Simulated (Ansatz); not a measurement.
Crystal: NiO.

```
Ni O
1.0
     0.00000    2.08590    2.08590
     2.08590    0.00000    2.08590
     2.08590    2.08590    0.00000
Ni O
1 1
Direct
  0.00000 0.00000 0.00000
  0.50000 0.50000 0.50000
```

| Item | Value |
| --- | --- |
| Program | Ansatz 0.2.0 |
| Task | relaxation of cell and atoms |
| Functional | LDA |
| Potentials or basis | all-electron LAPW, scalar-relativistic |
| Basis error allowed | 0.001 eV/atom |
| k mesh | 11 × 11 × 11 |
| Occupations | fermi-dirac, width 0.05 eV |
| Spin | collinear spin, ferromagnetic start |
| Starting moments | [1.0, 0.0] μB |

At the start: volume 9.08 Å³/atom.

Where does the relaxation end?

Over 6 steps the energy falls by 54.1 meV/atom and the volume is 8.27 Å³/atom (-8.9 %); space group Fm-3m (No. 225, to 0.05 Å); moment 0.31 μB per cell.

Step by step:
```
step  energy change (eV)  largest force (eV/Å)  volume (Å³)
   1              0.0000                0.0000        18.15
   2             -0.0815                0.0000        17.31
   3             -0.1071                0.0000        16.40
   4             -0.1081                0.0000        16.56
   5             -0.1081                0.0000        16.54
   6             -0.1081                0.0000        16.54
```

Final structure:
```xyz
2
Lattice="0.0000 2.0224 2.0224 2.0224 0.0000 2.0224 2.0224 2.0224 0.0000" Properties=species:S:1:pos:R:3 pbc="T T T"
Ni    0.0000    0.0000    0.0000
O     2.0224    2.0224    2.0224
```
